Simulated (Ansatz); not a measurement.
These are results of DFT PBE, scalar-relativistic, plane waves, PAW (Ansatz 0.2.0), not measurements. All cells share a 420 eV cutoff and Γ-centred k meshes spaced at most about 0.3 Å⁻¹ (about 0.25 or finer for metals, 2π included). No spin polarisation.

Each guess is relaxed in cell and atoms at zero pressure, on a coarse mesh first where it starts far from rest and then on a converged one. The steps can't lower the symmetry of the start, but it can rise. Energies are static (0 K, no zero-point motion).

This guess for TiC isn't its lowest structure:

```
CELL_PARAMETERS angstrom
2.96009 0.00000 0.00000
-1.48004 2.56351 0.00000
0.00000 0.00000 2.88890
ATOMIC_POSITIONS crystal
Ti 0.00000 0.00000 0.00000
C 0.66667 0.33333 0.50000
```

Question: What does it relax into?

Answer: P-6m2 at 11.0 Å³/atom → P-6m2 (tungsten carbide type) at 10.8 Å³/atom. Conventional cell: a = 3.042 Å, c = 2.698 Å. Ti has 6 C at 2.21 Å and 2 Ti at 2.70 Å; C is surrounded by 6 Ti at 2.21 Å.

```cif
data_structure
_symmetry_space_group_name_H-M 'P-6m2'
_symmetry_Int_Tables_number 187
_cell_length_a 3.0421
_cell_length_b 3.0421
_cell_length_c 2.6980
_cell_angle_alpha 90.000
_cell_angle_beta 90.000
_cell_angle_gamma 120.000
_cell_volume 21.62
loop_
_atom_site_label
_atom_site_type_symbol
_atom_site_symmetry_multiplicity
_atom_site_Wyckoff_symbol
_atom_site_fract_x
_atom_site_fract_y
_atom_site_fract_z
_atom_site_occupancy
Ti1 Ti 1 a 0.00000 0.00000 0.00000 1
C1 C 1 f 0.66667 0.33333 0.50000 1
```

Question: How far does this end lie above the lowest form of TiC relaxed in the same way, and what is that form?

Answer: It lies 0.68 eV/atom above the lowest of the 10 forms computed, a structure that the Crystallography Open Database (COD) lists, of the rock salt type. Space group Fm-3m (No. 225), cubic, a = 4.333 Å. Around Ti lie 6 C at 2.17 Å; around C lie 6 Ti at 2.17 Å. That form has 10.2 Å³/atom and no gap on its mesh, nor has the guess's end. Counting C atoms around Ti (those within 1.25 times the shortest such distance or 1.15 times the sum of covalent radii), the guess's end and the lowest form both have Ti 6. Shaken at random and relaxed again, the guess's end falls into a cell with the rock salt type, space group Fm-3m (No. 225), 0.68 eV/atom lower and the lowest form computed, so it is a saddle point or a shallow minimum.

Some candidate types were left out of the draw beforehand, so a known form may be missing.
